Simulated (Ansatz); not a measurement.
# Preparing Al2O3 (R-3c) as a host crystal, part 3 of 3

Aim: the runs on the perfect crystal Al2O3 (R-3c) that a defect calculation needs first.

Ansatz 0.2.0; plane-wave PAW DFT, PBEsol; relaxation of the host's cell and atoms (the session's first sound run).

So far. Step 3 (Dielectric tensors of the host): The principal values of the electronic dielectric tensor are 3.26, 3.30 and 3.30. The principal values of the static dielectric tensor are 9.72, 9.72 and 11.81.

### Step 7. Defect free supercell relaxed from displaced atoms

This step: plane-wave PAW DFT, PBEsol; relaxation of the defect-free supercell from random displacements, a test of the host's stability (Ansatz 0.2.0).

pristine.rattled/input.yaml reads:

```yaml
crystal:
  lattice:
    - [4.7738674274, 2.7561936443, 8.6765380597]
    - [-4.7738674274, 2.7561936443, 8.6765380597]
    - [0.0, -5.5123872885, 8.6765380597]
  atoms:
    - { symbol: Al, position: [0.323960443, 0.323960443, 0.323960443] }
    - { symbol: Al, position: [0.426039557, 0.426039557, 0.426039557] }
    - { symbol: Al, position: [0.073960443, 0.073960443, 0.073960443] }
    - { symbol: Al, position: [0.176039557, 0.176039557, 0.176039557] }
    - { symbol: O, position: [0.2220701173, 0.0279298827, 0.375] }
    - { symbol: O, position: [0.4720701173, 0.125, 0.2779298827] }
    - { symbol: O, position: [0.0279298827, 0.375, 0.2220701173] }
    - { symbol: O, position: [0.375, 0.2220701173, 0.0279298827] }
    - { symbol: O, position: [0.125, 0.2779298827, 0.4720701173] }
    - { symbol: O, position: [0.2779298827, 0.4720701173, 0.125] }
    - { symbol: Al, position: [0.323960443, 0.323960443, 0.823960443] }
    - { symbol: Al, position: [0.426039557, 0.426039557, 0.926039557] }
    - { symbol: Al, position: [0.073960443, 0.073960443, 0.573960443] }
    - { symbol: Al, position: [0.176039557, 0.176039557, 0.676039557] }
    - { symbol: O, position: [0.2220701173, 0.0279298827, 0.875] }
    - { symbol: O, position: [0.4720701173, 0.125, 0.7779298827] }
    - { symbol: O, position: [0.0279298827, 0.375, 0.7220701173] }
    - { symbol: O, position: [0.375, 0.2220701173, 0.5279298827] }
    - { symbol: O, position: [0.125, 0.2779298827, 0.9720701173] }
    - { symbol: O, position: [0.2779298827, 0.4720701173, 0.625] }
    - { symbol: Al, position: [0.323960443, 0.823960443, 0.323960443] }
    - { symbol: Al, position: [0.426039557, 0.926039557, 0.426039557] }
    - { symbol: Al, position: [0.073960443, 0.573960443, 0.073960443] }
    - { symbol: Al, position: [0.176039557, 0.676039557, 0.176039557] }
    - { symbol: O, position: [0.2220701173, 0.5279298827, 0.375] }
    - { symbol: O, position: [0.4720701173, 0.625, 0.2779298827] }
    - { symbol: O, position: [0.0279298827, 0.875, 0.2220701173] }
    - { symbol: O, position: [0.375, 0.7220701173, 0.0279298827] }
    - { symbol: O, position: [0.125, 0.7779298827, 0.4720701173] }
    - { symbol: O, position: [0.2779298827, 0.9720701173, 0.125] }
    - { symbol: Al, position: [0.323960443, 0.823960443, 0.823960443] }
    - { symbol: Al, position: [0.426039557, 0.926039557, 0.926039557] }
    - { symbol: Al, position: [0.073960443, 0.573960443, 0.573960443] }
    - { symbol: Al, position: [0.176039557, 0.676039557, 0.676039557] }
    - { symbol: O, position: [0.2220701173, 0.5279298827, 0.875] }
    - { symbol: O, position: [0.4720701173, 0.625, 0.7779298827] }
    - { symbol: O, position: [0.0279298827, 0.875, 0.7220701173] }
    - { symbol: O, position: [0.375, 0.7220701173, 0.5279298827] }
    - { symbol: O, position: [0.125, 0.7779298827, 0.9720701173] }
    - { symbol: O, position: [0.2779298827, 0.9720701173, 0.625] }
    - { symbol: Al, position: [0.823960443, 0.323960443, 0.323960443] }
    - { symbol: Al, position: [0.926039557, 0.426039557, 0.426039557] }
    - { symbol: Al, position: [0.573960443, 0.073960443, 0.073960443] }
    - { symbol: Al, position: [0.676039557, 0.176039557, 0.176039557] }
    - { symbol: O, position: [0.7220701173, 0.0279298827, 0.375] }
    - { symbol: O, position: [0.9720701173, 0.125, 0.2779298827] }
    - { symbol: O, position: [0.5279298827, 0.375, 0.2220701173] }
    - { symbol: O, position: [0.875, 0.2220701173, 0.0279298827] }
    - { symbol: O, position: [0.625, 0.2779298827, 0.4720701173] }
    - { symbol: O, position: [0.7779298827, 0.4720701173, 0.125] }
    - { symbol: Al, position: [0.823960443, 0.323960443, 0.823960443] }
    - { symbol: Al, position: [0.926039557, 0.426039557, 0.926039557] }
    - { symbol: Al, position: [0.573960443, 0.073960443, 0.573960443] }
    - { symbol: Al, position: [0.676039557, 0.176039557, 0.676039557] }
    - { symbol: O, position: [0.7220701173, 0.0279298827, 0.875] }
    - { symbol: O, position: [0.9720701173, 0.125, 0.7779298827] }
    - { symbol: O, position: [0.5279298827, 0.375, 0.7220701173] }
    - { symbol: O, position: [0.875, 0.2220701173, 0.5279298827] }
    - { symbol: O, position: [0.625, 0.2779298827, 0.9720701173] }
    - { symbol: O, position: [0.7779298827, 0.4720701173, 0.625] }
    - { symbol: Al, position: [0.823960443, 0.823960443, 0.323960443] }
    - { symbol: Al, position: [0.926039557, 0.926039557, 0.426039557] }
    - { symbol: Al, position: [0.573960443, 0.573960443, 0.073960443] }
    - { symbol: Al, position: [0.676039557, 0.676039557, 0.176039557] }
    - { symbol: O, position: [0.7220701173, 0.5279298827, 0.375] }
    - { symbol: O, position: [0.9720701173, 0.625, 0.2779298827] }
    - { symbol: O, position: [0.5279298827, 0.875, 0.2220701173] }
    - { symbol: O, position: [0.875, 0.7220701173, 0.0279298827] }
    - { symbol: O, position: [0.625, 0.7779298827, 0.4720701173] }
    - { symbol: O, position: [0.7779298827, 0.9720701173, 0.125] }
    - { symbol: Al, position: [0.823960443, 0.823960443, 0.823960443] }
    - { symbol: Al, position: [0.926039557, 0.926039557, 0.926039557] }
    - { symbol: Al, position: [0.573960443, 0.573960443, 0.573960443] }
    - { symbol: Al, position: [0.676039557, 0.676039557, 0.676039557] }
    - { symbol: O, position: [0.7220701173, 0.5279298827, 0.875] }
    - { symbol: O, position: [0.9720701173, 0.625, 0.7779298827] }
    - { symbol: O, position: [0.5279298827, 0.875, 0.7220701173] }
    - { symbol: O, position: [0.875, 0.7220701173, 0.5279298827] }
    - { symbol: O, position: [0.625, 0.7779298827, 0.9720701173] }
    - { symbol: O, position: [0.7779298827, 0.9720701173, 0.625] }
basis:
  ecutwfc: 420
  xc_grid: 2
hamiltonian:
  xc: pbesol
kpoints:
  mp_grid: { grid: [1, 1, 1], shift: [0.25, 0.25, 0.25] }
scf:
  occupations: { method: fermi_dirac, width: 0.01 }
  max_iter: 80
output:
  forces: true
relax:
  f_tol: 0.01
  max_steps: 120
  random_displacement: { amplitude: 0.08, seed: 3427 }
checkpoint:
  write: "../pristine.rattled.run"
  compress: false
  write_wavefunctions: false
  write_every: 100000
```

Run with:

```bash
> ansatz run input.yaml --threads 8 --pin off --max-ram 22609MiB --backend cpu --events-out ev --progress --plain --runs-dir out
```

Numbers of over 12 decimals in the logs are rounded to 6 here.

The program printed:

```text
[...]
Crystal: 80 atoms, lattice volume = 684.980 Å³
Basis set: ecut = 420 eV, 13367 PW (Γ), exchange–correlation on 144×144×144 points (8 copies of the dense FFT grid, shifted against one another)
Bands: 272, of which v1, the nominal top of the filled ones, is band 192 counted from 1 (191 counted from 0)
Symmetry: 1 space group operations
k-points: 1
[...]
SCF iter   1: F=—  HF=-43826.185725 eV  |F-HF|=—  |Δ(HF+E_count)|=         —  Δρ=1.56e-2  dr2=1.25e0  ethr=1.77e-3  ⟨swp⟩=6.0  Hψ=1203  notcnv=0  defer=70
[...]
SCF iter   6: F=-43825.800463 eV  HF=-43825.800463 eV  |F-HF|=3.92e-7  |Δ(HF+E_count)|=   1.03e-5  Δρ=1.84e-5  dr2=1.29e-6  ethr=6.51e-10  ⟨swp⟩=4.0  Hψ=804  notcnv=0
SCF 1 converged in 6 iterations: F = -43825.800463 eV  dr2 = 1.29e-6
[...]
relax step   1: F+E_penalty+E_count = -43825.80046306 eV  Δ(F+E_penalty+E_count) = +0.000e0 eV  max|allowed force component| = 2.533e0 eV/Å  Δτ_max = 0.0000 Å  (6 SCF iters, dr2 threshold 2.50e-6 eV, accepted)
[...]
relax step   2: F+E_penalty+E_count = -43828.83829677 eV  Δ(F+E_penalty+E_count) = -3.038e0 eV  max|allowed force component| = 1.461e0 eV/Å  Δτ_max = 0.0724 Å  (6 SCF iters, dr2 threshold 1.00e-4 eV, accepted)
relax step   3: F+E_penalty+E_count = -43830.46654665 eV  Δ(F+E_penalty+E_count) = -1.628e0 eV  max|allowed force component| = 2.605e-2 eV/Å  Δτ_max = 0.0779 Å  (6 SCF iters, dr2 threshold 1.00e-4 eV, accepted)
relax step   4: F+E_penalty+E_count = -43830.46655303 eV  Δ(F+E_penalty+E_count) = -6.381e-6 eV  max|allowed force component| = 2.632e-2 eV/Å  Δτ_max = 0.0000 Å  (4 SCF iters, accepted)
SCF iter   1: F=—  HF=-43830.466810 eV  |F-HF|=—  |Δ(HF+E_count)|=         —  Δρ=2.25e-4  dr2=2.98e-4  ethr=1.46e-6  ⟨swp⟩=2.0  Hψ=516  notcnv=0  defer=76
[...]
SCF iter   5: F=-43830.467269 eV  HF=-43830.467269 eV  |F-HF|=5.85e-9  |Δ(HF+E_count)|=   2.88e-8  Δρ=1.73e-6  dr2=1.71e-8  ethr=2.60e-11  ⟨swp⟩=4.0  Hψ=771  notcnv=0
SCF 5 converged in 5 iterations: F = -43830.467269 eV  dr2 = 1.71e-8
relax step   5: F+E_penalty+E_count = -43830.46726906 eV  Δ(F+E_penalty+E_count) = -7.160e-4 eV  max|allowed force component| = 6.935e-4 eV/Å  Δτ_max = 0.0026 Å  (5 SCF iters, accepted)
SCF converged after 5 iterations
Free energy (F): -43830.467269 eV
[...]
Internal energy: -43830.467269 eV  (E = F + TS)
E sigma→0 (E₀):  -43830.467269 eV
Fermi energy:    10.686561 eV
[...]
--- Forces (eV/Å), atoms counted from 1 ---
  atom   1  Al    -0.00024011     0.00017588     0.00038561
  atom   2  Al     0.00025548     0.00002453     0.00065097
  atom   3  Al    -0.00017526    -0.00003921     0.00003882
  atom   4  Al     0.00012395     0.00009890     0.00010056
  atom   5  O      0.00013066    -0.00022269     0.00014765
  atom   6  O      0.00000116     0.00014845     0.00013797
  atom   7  O      0.00001365     0.00013684    -0.00020018
  atom   8  O     -0.00011563     0.00001180    -0.00006904
  atom   9  O     -0.00008886    -0.00014330    -0.00004482
  atom  10  O     -0.00032970     0.00005528    -0.00014941
  atom  11  Al    -0.00019112     0.00029415    -0.00000042
  atom  12  Al     0.00011907    -0.00004292    -0.00044857
  atom  13  Al    -0.00011904    -0.00024874     0.00011952
  atom  14  Al    -0.00030723    -0.00011814     0.00041430
  atom  15  O      0.00004420     0.00014738    -0.00020094
  atom  16  O      0.00006924    -0.00025371    -0.00012714
  atom  17  O      0.00003944    -0.00028602    -0.00015109
  atom  18  O     -0.00012943    -0.00001762     0.00012251
  atom  19  O      0.00010866     0.00000262    -0.00015995
  atom  20  O     -0.00002990    -0.00019472    -0.00021381
  atom  21  Al     0.00039541    -0.00036104    -0.00043282
  atom  22  Al    -0.00008941     0.00007248    -0.00010453
  atom  23  Al     0.00022010    -0.00014751     0.00006384
  atom  24  Al     0.00027234     0.00002270     0.00013961
  atom  25  O     -0.00010275     0.00019909    -0.00017943
  atom  26  O     -0.00015909     0.00005226    -0.00011294
  atom  27  O     -0.00016036     0.00011310    -0.00016253
  atom  28  O      0.00001704    -0.00004151    -0.00020594
  atom  29  O     -0.00018253     0.00023597    -0.00000588
  atom  30  O     -0.00006969     0.00001658     0.00013191
  atom  31  Al     0.00025664     0.00015195     0.00038200
  atom  32  Al     0.00019421    -0.00025603     0.00043134
  atom  33  Al     0.00053438     0.00034670     0.00014368
  atom  34  Al     0.00004692    -0.00000421    -0.00002842
  atom  35  O      0.00014385    -0.00011653    -0.00023716
  atom  36  O      0.00005154    -0.00025084    -0.00006837
  atom  37  O     -0.00024839     0.00007800    -0.00015895
  atom  38  O      0.00000034     0.00001789    -0.00009645
  atom  39  O      0.00035014     0.00007240    -0.00006440
  atom  40  O     -0.00008618     0.00005357     0.00011297
[...]
atom  69  O     -0.00019157    -0.00000824    -0.00028541
  atom  70  O      0.00003610    -0.00026504    -0.00004878
  atom  71  Al    -0.00004287     0.00041042    -0.00001637
  atom  72  Al     0.00032329     0.00024289    -0.00030539
  atom  73  Al    -0.00012346     0.00013354     0.00019077
  atom  74  Al     0.00031656    -0.00012559     0.00000621
  atom  75  O     -0.00011187     0.00026807    -0.00014510
  atom  76  O     -0.00015221    -0.00007097    -0.00011252
  atom  77  O      0.00029881    -0.00030311    -0.00009006
  atom  78  O      0.00002083     0.00002922    -0.00020559
  atom  79  O      0.00008408     0.00003928    -0.00009659
  atom  80  O      0.00021043     0.00006770    -0.00024601
  max |Σ_I F_I| component: 4.74e-5 eV/Å
--- Relaxed structure (5 steps of the walk, 5 accepted, 0 SCFs on fresh bases) ---
  F+E_penalty+E_count = -43830.46726906 eV   max|allowed force component| = 6.935e-4 eV/Å
  atoms:
    - { symbol: Al, position: [0.323551, 0.323139, 0.324911] }
    - { symbol: Al, position: [0.425633, 0.425237, 0.426999] }
    - { symbol: Al, position: [0.073553, 0.073142, 0.074912] }
    - { symbol: Al, position: [0.175638, 0.175238, 0.176999] }
    - { symbol: O, position: [0.221625, 0.027161, 0.375951] }
    - { symbol: O, position: [0.471626, 0.124186, 0.278926] }
    - { symbol: O, position: [0.027565, 0.374192, 0.222985] }
    - { symbol: O, position: [0.374595, 0.221221, 0.028926] }
    - { symbol: O, position: [0.124596, 0.277157, 0.472983] }
    - { symbol: O, position: [0.277566, 0.471220, 0.125957] }
    - { symbol: Al, position: [0.323552, 0.323145, 0.824912] }
    - { symbol: Al, position: [0.425640, 0.425239, 0.927002] }
    - { symbol: Al, position: [0.073550, 0.073143, 0.574907] }
    - { symbol: Al, position: [0.175638, 0.175233, 0.676998] }
    - { symbol: O, position: [0.221622, 0.027162, 0.875956] }
    - { symbol: O, position: [0.471623, 0.124193, 0.778924] }
    - { symbol: O, position: [0.027566, 0.374191, 0.722983] }
    - { symbol: O, position: [0.374593, 0.221217, 0.528924] }
    - { symbol: O, position: [0.124596, 0.277162, 0.972987] }
    - { symbol: O, position: [0.277567, 0.471221, 0.625956] }
    - { symbol: Al, position: [0.323547, 0.823152, 0.324909] }
    - { symbol: Al, position: [0.425643, 0.925230, 0.427002] }
    - { symbol: Al, position: [0.073545, 0.573151, 0.074910] }
    - { symbol: Al, position: [0.175639, 0.675232, 0.177004] }
    - { symbol: O, position: [0.221622, 0.527158, 0.375961] }
    - { symbol: O, position: [0.471623, 0.624191, 0.278927] }
    - { symbol: O, position: [0.027567, 0.874187, 0.222990] }
    - { symbol: O, position: [0.374593, 0.721221, 0.028925] }
    - { symbol: O, position: [0.124593, 0.777160, 0.472989] }
    - { symbol: O, position: [0.277565, 0.971220, 0.125953] }
    - { symbol: Al, position: [0.323542, 0.823146, 0.824913] }
    - { symbol: Al, position: [0.425637, 0.925238, 0.926994] }
    - { symbol: Al, position: [0.073543, 0.573148, 0.574916] }
    - { symbol: Al, position: [0.175641, 0.675235, 0.677000] }
    - { symbol: O, position: [0.221626, 0.527165, 0.875956] }
    - { symbol: O, position: [0.471625, 0.624194, 0.778923] }
    - { symbol: O, position: [0.027566, 0.874187, 0.722990] }
    - { symbol: O, position: [0.374597, 0.721221, 0.528925] }
    - { symbol: O, position: [0.124587, 0.777164, 0.972991] }
    - { symbol: O, position: [0.277563, 0.971217, 0.625956] }
    - { symbol: Al, position: [0.823550, 0.323145, 0.324909] }
    - { symbol: Al, position: [0.925640, 0.425233, 0.426999] }
    - { symbol: Al, position: [0.573550, 0.073145, 0.074911] }
    - { symbol: Al, position: [0.675642, 0.175234, 0.176998] }
    - { symbol: O, position: [0.721629, 0.027161, 0.375953] }
    - { symbol: O, position: [0.971626, 0.124189, 0.278927] }
    - { symbol: O, position: [0.527563, 0.374190, 0.222986] }
    - { symbol: O, position: [0.874599, 0.221219, 0.028925] }
    - { symbol: O, position: [0.624592, 0.277159, 0.472985] }
    - { symbol: O, position: [0.777562, 0.471221, 0.125955] }
    - { symbol: Al, position: [0.823547, 0.323147, 0.824907] }
    - { symbol: Al, position: [0.925643, 0.425228, 0.927000] }
    - { symbol: Al, position: [0.573546, 0.073148, 0.574909] }
    - { symbol: Al, position: [0.675640, 0.175231, 0.677000] }
    - { symbol: O, position: [0.721625, 0.027164, 0.875955] }
    - { symbol: O, position: [0.971625, 0.124193, 0.778924] }
    - { symbol: O, position: [0.527566, 0.374189, 0.722987] }
    - { symbol: O, position: [0.874595, 0.221216, 0.528924] }
    - { symbol: O, position: [0.624596, 0.277161, 0.972986] }
    - { symbol: O, position: [0.777564, 0.471218, 0.625954] }
    - { symbol: Al, position: [0.823554, 0.823144, 0.324909] }
    - { symbol: Al, position: [0.925637, 0.925236, 0.427002] }
    - { symbol: Al, position: [0.573549, 0.573146, 0.074908] }
    - { symbol: Al, position: [0.675632, 0.675236, 0.177003] }
    - { symbol: O, position: [0.721627, 0.527156, 0.375956] }
    - { symbol: O, position: [0.971624, 0.624188, 0.278929] }
    - { symbol: O, position: [0.527566, 0.874190, 0.222986] }
    - { symbol: O, position: [0.874587, 0.721224, 0.028930] }
    - { symbol: O, position: [0.624599, 0.777159, 0.472985] }
    - { symbol: O, position: [0.777566, 0.971223, 0.125954] }
    - { symbol: Al, position: [0.823548, 0.823142, 0.824917] }
    - { symbol: Al, position: [0.925635, 0.925241, 0.927002] }
    - { symbol: Al, position: [0.573552, 0.573140, 0.574910] }
    - { symbol: Al, position: [0.675635, 0.675240, 0.676999] }
    - { symbol: O, position: [0.721624, 0.527159, 0.875955] }
    - { symbol: O, position: [0.971626, 0.624187, 0.778930] }
    - { symbol: O, position: [0.527560, 0.874196, 0.722982] }
    - { symbol: O, position: [0.874592, 0.721223, 0.528929] }
    - { symbol: O, position: [0.624591, 0.777163, 0.972985] }
    - { symbol: O, position: [0.777563, 0.971220, 0.625960] }
```

Elapsed: 22 s, on 8 threads of Arm Neoverse V2, shared host; peak memory 1.3 GiB.

Relaxation path:

```csv
step,energy less that of the first step (eV),largest force component (eV/Å)
1,0.0000,2.5330
2,-3.0378,1.4613
3,-4.6661,0.0260
4,-4.6661,0.0263
5,-4.6668,0.0007
```

The relaxation ends 58 meV an atom lower than the displaced start, with a largest force component of 6.9e-4 eV/Å.

### Step 8. What came out

| Property | Result |
| --- | --- |
| primitive cell vectors, lengths | 5.140, 5.140, 5.140 Å |
| electronic dielectric constant | principal values (3.26, 3.30, 3.30) |
| static dielectric constant | principal values (9.72, 9.72, 11.81) |
| gap on the k-mesh of the response run (PBEsol) | 6.03 eV |
| supercell relaxed in its symmetry less the displaced and relaxed one | 0.000 eV |
| energy an atom at one point at (¼, ¼, ¼) less that on the dense mesh | 0.004 eV |

Step 7: The energy fell by 4.667 eV from the randomly displaced start; the atoms end within 0.005 Å of the sites as typed, once the mean shift is taken out. The displaced cell ends within 0.01 eV of the symmetric one relaxed in its symmetry, so no lower structure shows in this supercell. The k-mesh can miss the band edges, so this gap is an upper bound at this level. All at zero temperature.

[Logs are printed without paths, hosts, clocks, repeated set-up lines and the standing remarks that a program may print on its own settings, such as how far it seeks lower states.]

[Hosts, paths, dates, database ids (printed as entryN), source tags and the programs' standing remarks are cut or masked in the printed files.]

[Runs of the host that timed out are not shown.]

[For some hosts the program warned that the k-mesh of the response run may be too coarse for force constants and the static dielectric constant; such warnings are not always shown.]
